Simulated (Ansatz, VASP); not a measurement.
# One calculation of Ag, two programs

```xyz
1
Lattice="0.0000 2.0367 2.0367 2.0367 0.0000 2.0367 2.0367 2.0367 0.0000" Properties=species:S:1:pos:R:3 pbc="T T T"
Ag    0.0000    0.0000    0.0000
```

Alike in both runs: functional PBE; dispersion D3(BJ); k mesh 18 × 18 × 18; occupations gaussian, width 0.1 eV; no spin polarisation.

Ansatz relaxed the structure, and its values are those at the end. VASP's run is a single point on that final structure, the one shown.

```csv
,VASP,Ansatz
version,VASP 6.6.1,Ansatz 0.2.0
potentials or method,"VASP PAW PBE potentials, release 64 (Ag)","scalar-relativistic, plane waves, PAW"
plane-wave cutoff (eV),520,420
valence electrons in the cell,11,19
```

|  | VASP | Ansatz | Ansatz less VASP |
| --- | --- | --- | --- |
| gap on the k mesh at the Fermi level (eV) | none | none | - |
| pressure (GPa) | -0.1 | 0.0 | +0.12 |

A gap of «none» marks a metal or a gap that the smearing closes. The two sets of potentials don't hold the same shells in valence.

Caveats: pairwise dispersion overbinds metals, which lowers pressure and volume.
